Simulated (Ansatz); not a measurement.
**Turning moments in Co**

Co is taken as a test cell of our own (not relaxed), 2 atoms in the cell.

```
Co
1.0
     2.86620    0.00000    0.00000
     0.00000    2.86620    0.00000
     0.00000    0.00000    2.86620
Co
2
Direct
  0.00000 0.00000 0.00000
  0.50000 0.50000 0.50000
```

Atoms are numbered from 1 in the order listed.

Theory: DFT, LDA, norm-conserving potentials, plane waves, scalar-relativistic (Ansatz).

| Setting | Value |
| --- | --- |
| Plane-wave cutoff | 1306 eV |
| k-point mesh | 3×3×3 (Γ-centred) |
| Occupations | Gaussian smearing, 0.05 eV |
| Valence electrons | 34 |

Site vectors of these older runs were integrated over wider regions than atomic spheres, and need not add up to the total.

The mesh is coarse, so energy differences (and at times their sign) aren't converged.

Spins are non-collinear; moments are vectors (x, y, z) in μB. Without spin–orbit coupling a common rotation of all moments costs nothing, so only their relative directions matter.

The default search lets the program follow hints of a lower state (another filling of open shells, a soft direction), where it sees any. With a search on, the program may also reshape the start on open shells.

Only this run was made, so its end need not be the lowest state of the cell.

Q: Start Co1 (0.14, 2.60, 0.03), Co2 (2.38, -1.04, -1.04); default search for lower states. What happens?

A: It converges in 16 iterations: sizes Co1 1.70, Co2 1.70 μB (all parallel), net moment 3.41 μB; the program warns that the starting moments weren't kept.
